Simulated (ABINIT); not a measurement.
# Sn (Fd-3m) in ABINIT: reference runs

Aim: a first look at Sn with PBE, on the cell as given and on a disturbed one.

Everything below comes from runs of ABINIT 10.8.3 (patched build). Logs are shortened: lines on timing, memory, paths and dates and some standing lists are left out, and cuts for length are marked. The log counts tension as positive stress, the text compression.

## Step 1: The crystal as given

It takes space group Fd-3m (No. 227, cubic). The conventional cell has a = 6.467 Å, b = 6.467 Å, c = 6.467 Å, α = 90.00°, β = 90.00°, γ = 90.00°. Sn (site symmetry -43m) is surrounded by 4 Sn at 2.80 Å.

This isn't the form of Sn at room conditions, which is tetragonal (white tin).

## Step 2: Single point, PBE

The input, run.abi:

```
# Pseudopotentials
pp_dirpath "./"
pseudos "Sn.GGA_PBE-JTH.xml"

# Structure
structure "poscar:POSCAR"
natom 2

# Plane-wave basis
ecut 22.0
pawecutdg 44.0

# k points
kptopt 1
ngkpt 7 7 7
nshiftk 1
shiftk 0.0 0.0 0.0

# Exchange and correlation
ixc 11

# Bands and occupations
nband 18
occopt 3
tsmear 0.00183747

# SCF cycle
nstep 100
tolvrs 1.0e-9

# Output
iomode 3
prtwf 0
prteig 0
prtebands 0
enunit 1
prtden 1
prtvha 1
prtvclmb 1
prtpot 1
```

The input, POSCAR:

```
Sn
1.0
    0.0000000000      3.2333428000      3.2333428000
    3.2333428000      0.0000000000      3.2333428000
    3.2333428000      3.2333428000      0.0000000000
Sn
2
Direct
    0.7500000000      0.7500000000      0.7500000000  Sn
    0.5000000000      0.5000000000      0.5000000000  Sn
```

Potentials or basis: JTH PAW PBE v2.0.

On the command line:

```console
> abinit run.abi > log 2>&1
```

run.abo:

```text
.Version 10.8.3 of ABINIT
 Symmetries : space group Fd -3 m (#227); Bravais cF (face-center cubic)
================================================================================
 Values of the parameters that define the memory need of the present run
     intxc =       0    ionmov =       0      iscf =      17    lmnmax =      18
     lnmax =       6     mgfft =      40  mpssoang =       3    mqgrid =    3001
     natom =       2  nloc_mem =       2    nspden =       1   nspinor =       1
    nsppol =       1      nsym =      48    n1xccc =       1    ntypat =       1
    occopt =       3   xclevel =       2
       mpw =        2259          nfft =       64000          nkpt =          20
 PAW method is used; the additional fine FFT grid is defined by:
   mgfftf=        54    nfftf =    157464
================================================================================
================================================================================

--------------------------------------------------------------------------------
------------- Echo of variables that govern the present computation ------------
--------------------------------------------------------------------------------
 -outvars: echo values of preprocessed input variables --------
            acell      1.0000000000E+00  1.0000000000E+00  1.0000000000E+00 Bohr
              amu      1.18710000E+02
             ecut      2.20000000E+01 Hartree
           enunit           1
              ixc          11
         kptrlatt        7    0    0      0    7    0      0    0    7
          kptrlen      6.04872244E+01
            natom           2
            nband          18
            ngfft          40      40      40
          ngfftdg          54      54      54
             nkpt          20
            nstep         100
             nsym          48
           ntypat           1
           occopt           3
        pawecutdg      4.40000000E+01 Hartree
         pawxcdev           0
        prtebands           0
           prteig           0
           prtpot           1
         prtvclmb           1
           prtvha           1
            prtwf           0
            rprim      0.0000000000E+00  6.1101323632E+00  6.1101323632E+00
                       6.1101323632E+00  0.0000000000E+00  6.1101323632E+00
                       6.1101323632E+00  6.1101323632E+00  0.0000000000E+00
          spgroup         227
           tolvrs      1.00000000E-09
           tsmear      1.83747000E-03 Hartree
            typat      1  1
           useylm           1
           xangst      4.8500142000E+00  4.8500142000E+00  4.8500142000E+00
                       3.2333428000E+00  3.2333428000E+00  3.2333428000E+00
            xcart      9.1651985448E+00  9.1651985448E+00  9.1651985448E+00
                       6.1101323632E+00  6.1101323632E+00  6.1101323632E+00
             xred      7.5000000000E-01  7.5000000000E-01  7.5000000000E-01
                       5.0000000000E-01  5.0000000000E-01  5.0000000000E-01
            znucl       50.00000

================================================================================

 chkinp: Checking input parameters for consistency.

================================================================================
== DATASET  1 ==================================================================

--- !DatasetInfo
iteration_state: {dtset: 1, }
dimensions: {natom: 2, nkpt: 20, mband: 18, nsppol: 1, nspinor: 1, nspden: 1, mpw: 2259, }
cutoff_energies: {ecut:  22.0, pawecutdg:  44.0, }
electrons: {nelect:   2.80000000E+01, charge:   0.00000000E+00, occopt:   3.00000000E+00, tsmear:   1.83747000E-03, }
meta: {optdriver: 0, ionmov: 0, optcell: 0, iscf: 17, paral_kgb: 0, }
...

 Exchange-correlation functional for the present dataset will be:
  GGA: Perdew-Burke-Ernzerhof functional - ixc=11
  J.P.Perdew, K.Burke, M.Ernzerhof, PRL 77, 3865 (1996)

 Real(R)+Recip(G) space primitive vectors, cartesian coordinates (Bohr,Bohr^-1):
 R(1)=  0.0000000  6.1101324  6.1101324  G(1)= -0.0818313  0.0818313  0.0818313
 R(2)=  6.1101324  0.0000000  6.1101324  G(2)=  0.0818313 -0.0818313  0.0818313
 R(3)=  6.1101324  6.1101324  0.0000000  G(3)=  0.0818313  0.0818313 -0.0818313
 Unit cell volume ucvol=  4.5622791E+02 bohr^3
 Angles (23,13,12)=  6.00000000E+01  6.00000000E+01  6.00000000E+01 degrees

 Coarse grid specifications (used for wave-functions):

 getcut: wavevector=  0.0000  0.0000  0.0000  ngfft=  40  40  40
         ecut(hartree)=     22.000   => boxcut(ratio)=   2.19239

 Fine grid specifications (used for densities):

 getcut: wavevector=  0.0000  0.0000  0.0000  ngfft=  54  54  54
         ecut(hartree)=     44.000   => boxcut(ratio)=   2.09356

--- Pseudopotential description ------------------------------------------------
- pspini: atom type   1  psp file is ./Sn.GGA_PBE-JTH.xml
 Pseudopotential format is: paw10
 basis_size (lnmax)=  6 (lmn_size= 18), orbitals=   0   0   1   1   2   2
 Spheres core radius: rc_sph= 2.51086398
 Shapefunction is BESSEL type: shapef(r,l)=aa(1,l)*jl(q(1,l)*r)+aa(2,l)*jl(q(2,l)*r)
 Radius for shape functions =  1.40702157
 Compensation charge density is not taken into account in XC energy/potential

   1.44039359E+03                                ecore*ucvol(ha*bohr**3)
--------------------------------------------------------------------------------

[... 7 lines left out ...]

     iter   Etot(hartree)      deltaE(h)  residm     nres2
 ETOT  1  -139.35361365921    -1.394E+02 1.015E-01 2.110E+00
 ETOT  2  -139.42586960001    -7.226E-02 1.851E-02 6.058E-01
 ETOT  3  -139.42527768142     5.919E-04 9.624E-04 1.212E-01
 ETOT  4  -139.42515113894     1.265E-04 6.521E-04 8.107E-03
 ETOT  5  -139.42521531685    -6.418E-05 1.110E-04 8.609E-04
 ETOT  6  -139.42523264547    -1.733E-05 3.968E-05 4.957E-05
 ETOT  7  -139.42523318569    -5.402E-07 9.845E-06 8.352E-07
 ETOT  8  -139.42523321801    -3.233E-08 3.379E-06 3.772E-08
 ETOT  9  -139.42523321929    -1.273E-09 8.182E-07 3.049E-09
 ETOT 10  -139.42523321934    -5.690E-11 2.972E-07 5.537E-11

 At SCF step   10       nres2   =  5.54E-11 < tolvrs=  1.00E-09 =>converged.

 Cartesian components of stress tensor (hartree/bohr^3)
  sigma(1 1)= -1.30615795E-04  sigma(3 2)=  0.00000000E+00
  sigma(2 2)= -1.30615795E-04  sigma(3 1)=  0.00000000E+00
  sigma(3 3)= -1.30615795E-04  sigma(2 1)=  0.00000000E+00

--- !ResultsGS
iteration_state: {dtset: 1, }
comment   : Summary of ground state results
lattice_vectors:
- [  0.0000000,   6.1101324,   6.1101324, ]
- [  6.1101324,   0.0000000,   6.1101324, ]
- [  6.1101324,   6.1101324,   0.0000000, ]
lattice_lengths: [   8.64103,    8.64103,    8.64103, ]
lattice_angles: [ 60.000,  60.000,  60.000, ] # degrees, (23, 13, 12)
lattice_volume:   4.5622791E+02
convergence: {deltae: -5.690E-11, res2:  5.537E-11, residm:  2.972E-07, diffor: null, }
etotal    :  -1.39425233E+02
entropy   :   0.00000000E+00
fermie    :   1.64605915E-01
cartesian_stress_tensor: # hartree/bohr^3
- [ -1.30615795E-04,   0.00000000E+00,   0.00000000E+00, ]
- [  0.00000000E+00,  -1.30615795E-04,   0.00000000E+00, ]
- [  0.00000000E+00,   0.00000000E+00,  -1.30615795E-04, ]
pressure_GPa:   3.8428E+00
xred      :
- [  7.5000E-01,   7.5000E-01,   7.5000E-01, Sn]
- [  5.0000E-01,   5.0000E-01,   5.0000E-01, Sn]
cartesian_forces: # hartree/bohr
- [ -1.05764461E-27,   0.00000000E+00,   1.05764461E-27, ]
- [  1.05764461E-27,   0.00000000E+00,  -1.05764461E-27, ]
force_length_stats: {min:   1.49573535E-27, max:   1.49573535E-27, mean:   1.49573535E-27, }
...

 Integrated electronic density in atomic spheres:
 ------------------------------------------------
 Atom  Sphere_radius  Integrated_density
    1        2.51086         12.01996912
    2        2.51086         12.01403094

================================================================================

 ----iterations are completed or convergence reached----

 Mean square residual over all n,k,spin=   14.376E-10; max=  29.715E-08
 reduced coordinates (array xred) for    2 atoms
       0.750000000000      0.750000000000      0.750000000000
       0.500000000000      0.500000000000      0.500000000000
 rms dE/dt=  5.9645E-27; max dE/dt=  4.3082E-27; dE/dt below (all hartree)
    1      -0.000000000000      0.000000000000      0.000000000000
    2       0.000000000000      0.000000000000     -0.000000000000

 cartesian coordinates (angstrom) at end:
    1      4.85001420000000     4.85001420000000     4.85001420000000
    2      3.23334280000000     3.23334280000000     3.23334280000000

 cartesian forces (hartree/bohr) at end:
    1     -0.00000000000000     0.00000000000000     0.00000000000000
    2      0.00000000000000     0.00000000000000    -0.00000000000000
 frms,max,avg= 8.6356320E-28 1.0576446E-27   0.000E+00  0.000E+00  0.000E+00 h/b

 cartesian forces (eV/Angstrom) at end:
    1     -0.00000000000000     0.00000000000000     0.00000000000000
    2      0.00000000000000     0.00000000000000    -0.00000000000000
 frms,max,avg= 4.4406205E-26 5.4386272E-26   0.000E+00  0.000E+00  0.000E+00 e/A
 length scales=  1.000000000000  1.000000000000  1.000000000000 bohr
              =  0.529177210544  0.529177210544  0.529177210544 angstroms
 Fermi (or HOMO) energy (eV) =   4.47916   Average Vxc (eV)=  -8.84564
 Eigenvalues (   eV  ) for nkpt=  20  k points:
 kpt#   1, nband= 18, wtk=  0.00292, kpt=  0.0000  0.0000  0.0000 (reduced coord)
 -17.21341  -17.21341  -17.21341  -17.15498  -17.15498  -16.83507  -16.83507  -16.83507
 -16.82747  -16.82747   -6.18519    3.92066    4.58763    4.58763    4.58763    6.66037
   6.66037    6.66037
 prteigrs : prtvol=0 or 1, do not print more k-points.

--- !EnergyTerms
iteration_state     : {dtset: 1, }
comment             : Components of total free energy in Hartree
kinetic             :  2.34527248101180E+01
hartree             :  5.81674924099751E+01
xc                  : -1.37389777774096E+01
Ewald energy        : -8.63984897458938E+01
psp_core            :  3.15717989545200E+00
local_psp           : -1.55433268524917E+02
PAW spherical_terms :  3.13681723624459E+01
internal            : -1.39425166570229E+02
'-kT*entropy'       : -6.54458207000400E-05
total_energy        : -1.39425232016050E+02
total_energy_eV     : -3.79395384082425E+03
...

--- !EnergyTermsDC
iteration_state     : {dtset: 1, }
comment             : '"Double-counting" decomposition of free energy'
band_energy         : -1.25667637372999E+01
Ewald energy        : -8.63984897458938E+01
psp_core            :  3.15717989545200E+00
xc_dc               : -6.27841946526122E+01
PAW spherical_terms :  1.91671004668318E+01
internal            : -1.39425167773522E+02
'-kT*entropy'       : -6.54458207000400E-05
total_energy_dc     : -1.39425233219343E+02
total_energy_dc_eV  : -3.79395387356752E+03
...

--- !EnergyTermsWithPAWCore
iteration_state     : {dtset: 1, }
comment             : 'Components of total free energy, including PAW core contributions'
Total energy        : -1.23546747660693E+04
Total energy DC     : -1.23546747672726E+04
Total energy (eV)   : -3.36187827002986E+05
Total energy DC (eV): -3.36187827035729E+05
...

 Cartesian components of stress tensor (hartree/bohr^3)
  sigma(1 1)= -1.30615795E-04  sigma(3 2)=  0.00000000E+00
  sigma(2 2)= -1.30615795E-04  sigma(3 1)=  0.00000000E+00
  sigma(3 3)= -1.30615795E-04  sigma(2 1)=  0.00000000E+00

-Cartesian components of stress tensor (GPa)         [Pressure=  3.8428E+00 GPa]
- sigma(1 1)= -3.84284935E+00  sigma(3 2)=  0.00000000E+00
- sigma(2 2)= -3.84284935E+00  sigma(3 1)=  0.00000000E+00
- sigma(3 3)= -3.84284935E+00  sigma(2 1)=  0.00000000E+00

== END DATASET(S) ==============================================================
================================================================================

 -outvars: echo values of variables after computation  --------
            acell      1.0000000000E+00  1.0000000000E+00  1.0000000000E+00 Bohr
           etotal     -1.3942523322E+02
            fcart     -1.0576446060E-27  0.0000000000E+00  1.0576446060E-27
                       1.0576446060E-27  0.0000000000E+00 -1.0576446060E-27
            rprim      0.0000000000E+00  6.1101323632E+00  6.1101323632E+00
                       6.1101323632E+00  0.0000000000E+00  6.1101323632E+00
                       6.1101323632E+00  6.1101323632E+00  0.0000000000E+00
           strten     -1.3061579469E-04 -1.3061579469E-04 -1.3061579469E-04
                       0.0000000000E+00  0.0000000000E+00  0.0000000000E+00
           xangst      4.8500142000E+00  4.8500142000E+00  4.8500142000E+00
                       3.2333428000E+00  3.2333428000E+00  3.2333428000E+00
             xred      7.5000000000E-01  7.5000000000E-01  7.5000000000E-01
                       5.0000000000E-01  5.0000000000E-01  5.0000000000E-01
 Calculation completed.
```

Run time: 31 s. Hardware: 1 thread of Arm Neoverse V1, shared host; peak memory 0.15 GiB.

Results:

| Property | Result |
| --- | --- |
| Free energy | -3793.9539 eV |
| Pressure | 3.8 GPa |
| Band gap on the k mesh | none (metal or under the smearing width) |
| Valence electrons inside the program's atomic spheres | Sn 12.02, 12.01 (radii [1.3287] Å) |

## Step 3: Single point, PBE

The input, run.py:

```python
import json, os
import numpy as np
from ase.units import GPa
from ase.calculators.abinit import Abinit, AbinitProfile
from ase.io import read

atoms = read('POSCAR')

profile = AbinitProfile(command='abinit', pp_paths=[os.path.abspath('pseudos')])
params = dict(
    pps='pawxml', xc='PBE',
    ecut=598.6505,
    pawecutdg=1197.301,
    kptopt=1,
    ngkpt=[7, 7, 7],
    nshiftk=1,
    shiftk=[0.0, 0.0, 0.0],
    ixc=11,
    nband=18,
    occopt=3,
    tsmear=0.05,
    nstep=100,
    tolvrs=1e-09,
    prtwf=0,
    prtden=0,
)

atoms.calc = Abinit(profile=profile, directory='run', **params)
energy = atoms.get_potential_energy()
forces = atoms.get_forces()
stress = atoms.get_stress()
print(f'energy {energy:.6f} eV')
print('forces (eV/A)')
print(np.round(forces, 5))
print('stress (GPa, Voigt, tension positive)', np.round(stress / GPa, 4))
json.dump(dict(energy=energy, forces=forces.tolist(), stress=stress.tolist(), cell=atoms.cell.tolist(), frac=atoms.get_scaled_positions(wrap=False).tolist()), open('results.json', 'w'))
```

The input, POSCAR:

```
Sn
1.0
    0.0000000000      3.2333428000      3.2333428000
    3.2333428000      0.0000000000      3.2333428000
    3.2333428000      3.2333428000      0.0000000000
Sn
2
Direct
    0.7500000000      0.7500000000      0.7500000000
    0.5000000000      0.5000000000      0.5000000000
```

Potentials or basis: JTH PAW PBE v2.0.

On the command line:

```console
> python run.py
```

Log:

```text
energy -3793.953841 eV
forces (eV/A)
[[-0.  0.  0.]
 [ 0. -0. -0.]]
stress (GPa, Voigt, tension positive) [-3.8428 -3.8428 -3.8428  0.      0.      0.    ]
```

abinit.in:

```text
ecut 598.6505 eV
ixc 11
kptopt 1
natom 2
nband 18
ngkpt
7 7 7
nshiftk 1
nsppol 1
nstep 100
occopt 3
pawecutdg 1197.301 eV
prtden 0
prtwf 0
shiftk
0.0 0.0 0.0
tolvrs 1e-09
tsmear 0.05 eV
#Definition of the unit cell
acell
1.00000000000000 1.00000000000000 1.00000000000000 Angstrom
rprim
0.00000000000000 3.23334280000000 3.23334280000000
3.23334280000000 0.00000000000000 3.23334280000000
3.23334280000000 3.23334280000000 0.00000000000000
chkprim 0 # Allow non-primitive cells
#Definition of the atom types
ntypat 1
znucl 50
#Enumerate different atomic species
typat
 1 1
pseudos "./pseudos/Sn.GGA_PBE-JTH.xml"
#Definition of the atoms
xcart
9.16519854442009 9.16519854442009 9.16519854442009
6.11013236294673 6.11013236294673 6.11013236294673
chkexit 1 # abinit.exit file in the running directory terminates after the current SCF
```

abinit.abo:

```text
.Version 10.8.3 of ABINIT
 Symmetries : space group Fd -3 m (#227); Bravais cF (face-center cubic)
================================================================================
 Values of the parameters that define the memory need of the present run
     intxc =       0    ionmov =       0      iscf =      17    lmnmax =      18
[... 259 lines left out ...]
           strten     -1.3061579348E-04 -1.3061579348E-04 -1.3061579348E-04
                       0.0000000000E+00  0.0000000000E+00  0.0000000000E+00
           xangst      4.8500141998E+00  4.8500141998E+00  4.8500141998E+00
                       3.2333427998E+00  3.2333427998E+00  3.2333427998E+00
             xred      7.4999999998E-01  7.4999999998E-01  7.4999999998E-01
                       4.9999999998E-01  4.9999999998E-01  4.9999999998E-01
 Calculation completed.
```

Wall time 31 s (1 thread of Arm Neoverse V1, shared host); peak memory 0.14 GiB.

Results:

| Item | Value |
| --- | --- |
| Free energy | -3793.9539 eV |
| Pressure | 3.8 GPa |
| Band gap on the k mesh | none (metal or under the smearing width) |
| Valence electrons inside the program's atomic spheres | Sn 12.02, 12.01 (radii [1.3287] Å) |

Levels at points of the mesh, in eV from the Fermi level:
```tsv
k point	band 10	band 11	band 12	band 13	band 14	band 15	band 16	band 17	band 18
(0.00, 0.00, 0.00)	-21.31	-10.66	-0.56	0.11	0.11	0.11	2.18	2.18	2.18
```

## Step 4: Single point, PBE (atoms moved at random, drawn with an rms of 0.05 Å)

The input, run.abi:

```
# Pseudopotentials
pp_dirpath "./"
pseudos "Sn.GGA_PBE-JTH.xml"

# Structure
acell 3*1.0 Angstrom
rprim
     0.0000000000     3.2333428000     3.2333428000
     3.2333428000     0.0000000000     3.2333428000
     3.2333428000     3.2333428000     0.0000000000
ntypat 1
znucl 50
natom 2
typat 1 1
xred
     0.7513240000     0.7590190000     0.7625880000
     0.4946710000     0.5090020000     0.5000090000
chkprim 0
chksymtnons 0
tolsym 1.0e-6

# Plane-wave basis
ecut 22.0
pawecutdg 44.0

# k points
kptopt 1
ngkpt 7 7 7
nshiftk 1
shiftk 0.0 0.0 0.0

# Exchange and correlation
ixc 11

# Bands and occupations
nband 18
occopt 3
tsmear 0.05 eV

# SCF cycle
nstep 100
tolvrs 1.0e-9

# Output
iomode 3
prtwf 0
prtden 0
prteig 0
prtebands 0
enunit 1
```

On the command line:

```console
> abinit run.abi > log 2>&1
```

It took 4 min on 1 thread of Arm Neoverse V1, shared host; peak memory 0.33 GiB.

It converged, with:

* Free energy: -3793.9305 eV
* Pressure: 3.9 GPa
* Largest force: 0.586 eV/Å
* Band gap on the k mesh: none (metal or under the smearing width)
* Valence electrons inside the program's atomic spheres: Sn 12.02 (radii [1.3287] Å)

Forces in eV/Å, atoms in the order of the input:
```
Sn  -0.307 -0.483 -0.125
Sn   0.307  0.483  0.125
```

Stress tensor (GPa, compression positive):
```
 3.94 -0.46 -1.51
-0.46  3.88 -0.97
-1.51 -0.97  3.97
```

Levels at points of the mesh, in eV from the Fermi level:
```tsv
k point	band 11	band 12	band 13	band 14	band 15	band 16	band 17	band 18
(0.00, 0.00, 0.00)	-10.66	-0.55	-0.10	0.06	0.39	1.96	2.23	2.37
```
